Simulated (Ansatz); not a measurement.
**Vanadium, bcc under PBE: convergence with the Fermi-Dirac smearing**

A convergence test of the Fermi-Dirac smearing width. The geometry was relaxed under PBE beforehand and stays fixed; 6 values are run, from 0.01 to 1.0 eV. Wanted are the values from which on the energy stays within 10 and 1 meV/atom, and the pressure within 0.5 GPa, of the narrowest run. Within the series other settings stay, but some runs also write fields, which adds to their time. Spin polarisation is left out.

Program: Ansatz 0.2.0. Level of theory: DFT PBE, plane waves with PAW, scalar-relativistic. These are calculated values, not measurements.

## Step 1: The system as given

Symmetry: Im-3m, No. 229, cubic system. The conventional cell has a = 2.998 Å, b = 2.998 Å, c = 2.998 Å, α = 90.00°, β = 90.00°, γ = 90.00°. V (site symmetry m-3m) is surrounded by 8 V at 2.60 Å.

Coordinates:

```
CELL_PARAMETERS angstrom
-1.49918 1.49918 1.49918
1.49918 -1.49918 1.49918
1.49918 1.49918 -1.49918
ATOMIC_POSITIONS crystal
V 0.00000 0.00000 0.00000
```

## Step 2: With a width of 0.01 eV

The run at 0.01 eV.

The input, input.yaml:

```yaml
crystal:
  lattice:
    - [-1.4991761207, 1.4991761207, 1.4991761207]
    - [1.4991761207, -1.4991761207, 1.4991761207]
    - [1.4991761207, 1.4991761207, -1.4991761207]
  atoms:
    - { symbol: V, position: [0.0, 0.0, 0.0] }
hamiltonian:
  xc: pbe
  pseudopotentials:
    kind: paw
    azcp:
      V: "pseudopotentials/V.paw.azcp"
basis:
  ecutwfc: 420
  fft_grid_basis: typed
kpoints:
  mp_grid: { grid: [15, 15, 15], shift: [0, 0, 0] }
magnetization:
  spin_polarized: false
scf:
  occupations: { method: fermi_dirac, width: 0.01 }
  lower_state_search: "off"
output:
  stress: true
```

Launch:

```bash
ansatz run input.yaml --threads 1 --pin off --max-ram 3584MiB --backend cpu --events-out ev --progress --plain --runs-dir out
```

Standard output, cut to the lines that bear on the results:

```text
[...]
Pseudopotentials: kind: paw
Pseudopotential: V, paw, valence charge 13, recommended cutoff 420 eV (normal), <dir>
Functional definition: PBE
[...]
Crystal: 1 atoms, lattice volume = 13.478 Å³
Basis set: ecut = 420 eV, 249 PW (Γ)
Bands: 11, of which v1, the nominal top of the filled ones, is band 7 counted from 1 (6 counted from 0)
Symmetry: 48 space group operations
Space group: Im-3m (ITA 229), of the structure as read, at distance tolerance 2.4e-5 Å
k-points: 120 of 3375
[...]
SCF iter   1: F=—  HF=-2912.414088 eV  |F-HF|=—  |Δ(HF+E_count)|=         —  Δρ=5.18e-3  dr2=9.68e-4  ethr=1.77e-3  ⟨swp⟩=4.0  Hψ=6343  notcnv=0
[...]
SCF iter   6: F=-2912.414176 eV  HF=-2912.414176 eV  |F-HF|=2.59e-11  |Δ(HF+E_count)|=   6.60e-9  Δρ=1.01e-6  dr2=5.32e-11  ethr=1.94e-10  ⟨swp⟩=1.6  Hψ=3935  notcnv=0
[...]
SCF converged after 6 iterations
Free energy (F): -2912.414176 eV
[...]
E sigma→0 (E₀):  -2912.413930 eV
Entropy (-TS):   -0.000492 eV (-0.492 meV/atom)
Fermi energy:    16.505868 eV
[...]
--- Stress (GPa, compression-positive) ---
       -0.611726       0.000000      -0.000000
       -0.000000      -0.611726      -0.000000
       -0.000000       0.000000      -0.611726
  P = ⅓ Tr σ = -0.6117 GPa (-6.117 kbar)
```

Run time: 1.7 s. Hardware: 1 thread of Intel Xeon Platinum 8259CL at 2.50GHz (Skylake/Cascade Lake), shared host; peak memory 0.47 GiB.

## Step 3: With a width of 0.03 eV

The run at 0.03 eV.

input.yaml, as its differences from that of step 2:

```diff
@@ -21,3 +21,3 @@
 scf:
-  occupations: { method: fermi_dirac, width: 0.01 }
+  occupations: { method: fermi_dirac, width: 0.03 }
   lower_state_search: "off"
@@ -25 +25,5 @@
   stress: true
+  write_density: true
+  write_potential: true
+  elf: true
+  volumetric_format: npy
```

Launch:

```bash
ansatz run input.yaml --threads 1 --pin off --max-ram 3584MiB --backend cpu --events-out ev --progress --plain --runs-dir out
```

Standard output, cut to the lines that bear on the results:

```text
[...]
[... 3 set-up lines as earlier in the session ...]
[...]
Crystal: 1 atoms, lattice volume = 13.478 Å³
Basis set: ecut = 420 eV, 249 PW (Γ)
Bands: 11, of which v1, the nominal top of the filled ones, is band 7 counted from 1 (6 counted from 0)
[... 2 set-up lines as earlier in the session ...]
k-points: 120 of 3375
[...]
SCF iter   1: F=—  HF=-2912.415858 eV  |F-HF|=—  |Δ(HF+E_count)|=         —  Δρ=5.03e-3  dr2=9.22e-4  ethr=1.77e-3  ⟨swp⟩=4.0  Hψ=6401  notcnv=0
[...]
SCF iter   6: F=-2912.415931 eV  HF=-2912.415931 eV  |F-HF|=2.55e-11  |Δ(HF+E_count)|=   6.85e-9  Δρ=1.11e-6  dr2=6.01e-11  ethr=2.07e-10  ⟨swp⟩=4.3  Hψ=5942  notcnv=0
[...]
SCF converged after 6 iterations
Free energy (F): -2912.415931 eV
[...]
E sigma→0 (E₀):  -2912.413934 eV
Entropy (-TS):   -0.003994 eV (-3.994 meV/atom)
Fermi energy:    16.522943 eV
[...]
--- Stress (GPa, compression-positive) ---
       -0.574795       0.000000      -0.000000
        0.000000      -0.574795       0.000000
        0.000000      -0.000000      -0.574795
  P = ⅓ Tr σ = -0.5748 GPa (-5.748 kbar)
--- Band table (eV; the first three rows and the last of 120) ---
  k-point 0: bands = ["-47.1689", "-20.4680", "-20.4680", "-20.4680", "9.9274", "16.9371", "16.9371", "16.9371", "18.9504", "18.9504", "37.0515"]
[...]
```

It took 2.4 s on 1 thread of Intel Xeon Platinum 8259CL at 2.50GHz (Skylake/Cascade Lake), shared host; peak memory 0.47 GiB.

## Step 4: With a width of 0.2 eV

The run at 0.2 eV.

input.yaml, as its differences from that of step 3:

```diff
@@ -21,3 +21,3 @@
 scf:
-  occupations: { method: fermi_dirac, width: 0.03 }
+  occupations: { method: fermi_dirac, width: 0.2 }
   lower_state_search: "off"
@@ -25,5 +25 @@
   stress: true
-  write_density: true
-  write_potential: true
-  elf: true
-  volumetric_format: npy
```

Launch:

```bash
ansatz run input.yaml --threads 1 --pin off --max-ram 3584MiB --backend cpu --events-out ev --progress --plain --runs-dir out
```

Standard output, cut to the lines that bear on the results:

```text
[...]
[... 3 set-up lines as earlier in the session ...]
[...]
Crystal: 1 atoms, lattice volume = 13.478 Å³
Basis set: ecut = 420 eV, 249 PW (Γ)
Bands: 11, of which v1, the nominal top of the filled ones, is band 7 counted from 1 (6 counted from 0)
[... 2 set-up lines as earlier in the session ...]
k-points: 120 of 3375
[...]
SCF iter   1: F=—  HF=-2912.519421 eV  |F-HF|=—  |Δ(HF+E_count)|=         —  Δρ=4.14e-3  dr2=8.00e-4  ethr=1.77e-3  ⟨swp⟩=4.0  Hψ=6669  notcnv=0
[...]
SCF iter   6: F=-2912.519371 eV  HF=-2912.519371 eV  |F-HF|=1.05e-11  |Δ(HF+E_count)|=   1.76e-9  Δρ=9.53e-7  dr2=3.51e-11  ethr=5.10e-11  ⟨swp⟩=1.1  Hψ=4004  notcnv=0
[...]
SCF converged after 6 iterations
Free energy (F): -2912.519371 eV
[...]
E sigma→0 (E₀):  -2912.418835 eV
Entropy (-TS):   -0.201072 eV (-201.072 meV/atom)
Fermi energy:    16.593049 eV
[...]
--- Stress (GPa, compression-positive) ---
        1.039634       0.000000      -0.000000
       -0.000000       1.039634       0.000000
        0.000000      -0.000000       1.039634
  P = ⅓ Tr σ = 1.0396 GPa (10.396 kbar)
```

Wall time 1.8 s (1 thread of Intel Xeon Platinum 8259CL at 2.50GHz (Skylake/Cascade Lake), shared host); peak memory 0.47 GiB.

## Step 5: With a width of 0.3 eV

The run at 0.3 eV.

input.yaml, as its differences from that of step 4:

```diff
@@ -21,3 +21,3 @@
 scf:
-  occupations: { method: fermi_dirac, width: 0.2 }
+  occupations: { method: fermi_dirac, width: 0.3 }
   lower_state_search: "off"
@@ -25 +25,5 @@
   stress: true
+  write_density: true
+  write_potential: true
+  elf: true
+  volumetric_format: npy
```

Launch:

```bash
ansatz run input.yaml --threads 1 --pin off --max-ram 3584MiB --backend cpu --events-out ev --progress --plain --runs-dir out
```

Standard output, cut to the lines that bear on the results:

```text
[...]
[... 3 set-up lines as earlier in the session ...]
[...]
Crystal: 1 atoms, lattice volume = 13.478 Å³
Basis set: ecut = 420 eV, 249 PW (Γ)
Bands: 11, of which v1, the nominal top of the filled ones, is band 7 counted from 1 (6 counted from 0)
[... 2 set-up lines as earlier in the session ...]
k-points: 120 of 3375
[...]
SCF iter   1: F=—  HF=-2912.639107 eV  |F-HF|=—  |Δ(HF+E_count)|=         —  Δρ=4.30e-3  dr2=1.18e-3  ethr=1.77e-3  ⟨swp⟩=3.9  Hψ=6421  notcnv=0
[...]
SCF iter   6: F=-2912.638910 eV  HF=-2912.638910 eV  |F-HF|=8.64e-12  |Δ(HF+E_count)|=  5.76e-10  Δρ=7.61e-7  dr2=2.64e-11  ethr=8.30e-11  ⟨swp⟩=3.9  Hψ=6003  notcnv=0
[...]
SCF converged after 6 iterations
Free energy (F): -2912.638910 eV
[...]
E sigma→0 (E₀):  -2912.431514 eV
Entropy (-TS):   -0.414792 eV (-414.792 meV/atom)
Fermi energy:    16.656497 eV
[...]
--- Stress (GPa, compression-positive) ---
        2.527861       0.000000      -0.000000
        0.000000       2.527861      -0.000000
       -0.000000       0.000000       2.527861
  P = ⅓ Tr σ = 2.5279 GPa (25.279 kbar)
--- Band table (eV; the first three rows and the last of 120) ---
  k-point 0: bands = ["-47.1395", "-20.4398", "-20.4398", "-20.4398", "9.9282", "16.9563", "16.9563", "16.9563", "18.9730", "18.9730", "37.0497"]
[...]
```

Run time: 2.3 s. Hardware: 1 thread of Intel Xeon Platinum 8259CL at 2.50GHz (Skylake/Cascade Lake), shared host; peak memory 0.47 GiB.

## Step 6: With a width of 0.6 eV

The run at 0.6 eV.

input.yaml, as its differences from that of step 5:

```diff
@@ -21,3 +21,3 @@
 scf:
-  occupations: { method: fermi_dirac, width: 0.3 }
+  occupations: { method: fermi_dirac, width: 0.6 }
   lower_state_search: "off"
```

Launch:

```bash
ansatz run input.yaml --threads 1 --pin off --max-ram 3584MiB --backend cpu --events-out ev --progress --plain --runs-dir out
```

Standard output, cut to the lines that bear on the results:

```text
band count auto-derived: 12 (N_el = 13.0; filled up to band 7; 11 by the electrons, moments and atoms)
[...]
[... 3 set-up lines as earlier in the session ...]
[...]
Crystal: 1 atoms, lattice volume = 13.478 Å³
Basis set: ecut = 420 eV, 249 PW (Γ)
Bands: 12, of which v1, the nominal top of the filled ones, is band 7 counted from 1 (6 counted from 0)
[... 2 set-up lines as earlier in the session ...]
k-points: 120 of 3375
[...]
SCF iter   1: F=—  HF=-2913.239914 eV  |F-HF|=—  |Δ(HF+E_count)|=         —  Δρ=1.23e-2  dr2=1.58e-2  ethr=1.77e-3  ⟨swp⟩=3.4  Hψ=5859  notcnv=0
[...]
SCF iter   6: F=-2913.235589 eV  HF=-2913.235589 eV  |F-HF|=1.23e-11  |Δ(HF+E_count)|=  3.40e-10  Δρ=3.93e-7  dr2=1.67e-11  ethr=3.56e-11  ⟨swp⟩=3.4  Hψ=6565  notcnv=0
[...]
SCF converged after 6 iterations
Free energy (F): -2913.235589 eV
[...]
E sigma→0 (E₀):  -2912.447104 eV
Entropy (-TS):   -1.576971 eV (-1576.971 meV/atom)
Fermi energy:    16.851277 eV
[...]
--- Stress (GPa, compression-positive) ---
       10.782173      -0.000000      -0.000000
       -0.000000      10.782173      -0.000000
        0.000000      -0.000000      10.782173
  P = ⅓ Tr σ = 10.7822 GPa (107.822 kbar)
--- Band table (eV; the first three rows and the last of 120) ---
  k-point 0: bands = ["-47.0070", "-20.3136", "-20.3136", "-20.3136", "9.9338", "17.0445", "17.0445", "17.0445", "19.0706", "19.0706", "37.0425", "37.0425"]
[...]
```

Run time: 2 s. Hardware: 1 thread of Intel Xeon Platinum 8259CL at 2.50GHz (Skylake/Cascade Lake), shared host; peak memory 0.47 GiB.

## Step 7: With a width of 1.0 eV

The run at 1.0 eV.

input.yaml, as its differences from that of step 6:

```diff
@@ -21,3 +21,3 @@
 scf:
-  occupations: { method: fermi_dirac, width: 0.6 }
+  occupations: { method: fermi_dirac, width: 1.0 }
   lower_state_search: "off"
```

Launch:

```bash
ansatz run input.yaml --threads 1 --pin off --max-ram 3584MiB --backend cpu --events-out ev --progress --plain --runs-dir out
```

Standard output, cut to the lines that bear on the results:

```text
band count auto-derived: 13 (N_el = 13.0; filled up to band 7; 11 by the electrons, moments and atoms)
[...]
[... 3 set-up lines as earlier in the session ...]
[...]
Crystal: 1 atoms, lattice volume = 13.478 Å³
Basis set: ecut = 420 eV, 249 PW (Γ)
Bands: 13, of which v1, the nominal top of the filled ones, is band 7 counted from 1 (6 counted from 0)
[... 2 set-up lines as earlier in the session ...]
k-points: 120 of 3375
[...]
SCF iter   1: F=—  HF=-2914.645071 eV  |F-HF|=—  |Δ(HF+E_count)|=         —  Δρ=3.48e-2  dr2=1.33e-1  ethr=1.77e-3  ⟨swp⟩=3.3  Hψ=6063  notcnv=0
[...]
SCF iter   6: F=-2914.607900 eV  HF=-2914.607900 eV  |F-HF|=1.55e-11  |Δ(HF+E_count)|=   1.37e-9  Δρ=8.08e-7  dr2=2.64e-11  ethr=1.57e-10  ⟨swp⟩=4.1  Hψ=6908  notcnv=0
[...]
SCF converged after 6 iterations
Free energy (F): -2914.607900 eV
[...]
E sigma→0 (E₀):  -2912.531338 eV
Entropy (-TS):   -4.153125 eV (-4153.125 meV/atom)
Fermi energy:    17.042388 eV
[...]
--- Stress (GPa, compression-positive) ---
       27.334962      -0.000000       0.000000
        0.000000      27.334962       0.000000
        0.000000       0.000000      27.334962
  P = ⅓ Tr σ = 27.3350 GPa (273.350 kbar)
--- Band table (eV; the first three rows and the last of 120) ---
  k-point 0: bands = ["-46.6821", "-20.0041", "-20.0041", "-20.0041", "9.9485", "17.2610", "17.2610", "17.2610", "19.3085", "19.3085", "37.0252", "37.0252", "37.0252"]
[...]
```

It took 3 s on 1 thread of Intel Xeon Platinum 8259CL at 2.50GHz (Skylake/Cascade Lake), shared host; peak memory 0.48 GiB.

## Step 8: All values side by side

Energies count from the run at 0.01 eV.

```tsv
smearing (eV)	F (meV/atom)	E(σ → 0) (meV/atom)	P (GPa)	SCF cycles	CPU time
0.01	0.00	0.00	-0.61	6	1.7 s
0.03	-1.75	0.00	-0.57	6	2.4 s
0.2	-105.19	-4.90	1.04	6	1.9 s
0.3	-224.73	-17.58	2.53	6	2.3 s
0.6	-821.41	-33.17	10.78	6	2 s
1.0	-2193.72	-117.41	27.33	6	3 s
```

## Step 9: Outcome

```
                                           quantity                       value
       E(σ → 0) stays within 10 meV/atom of 0.01 eV                up to 0.2 eV
                   E(σ → 0) stays within 1 meV/atom               up to 0.03 eV
                      pressure stays within 0.5 GPa               up to 0.03 eV
                                pressure at 0.01 eV                   -0.61 GPa
energy of a separate run on a finer mesh (24×24×24)  +2.3 meV/atom from 0.01 eV
```

The far end, 1.0 eV, lies -117.4 meV/atom and +27.9 GPa from the yardstick. Over the range F shifts by -2193.7 meV/atom, while E(σ → 0) shifts by -117.4. With this scheme F falls about as the square of the width. The mesh (15×15×15) is fixed, so the narrowest widths carry a k-point error of their own. The yardstick itself is unsettled by 2.3 meV/atom against the finer mesh, so the thresholds above hold only within this series, and wider smearing, which averages over more states, can land nearer the fine-mesh value than the narrowest does.
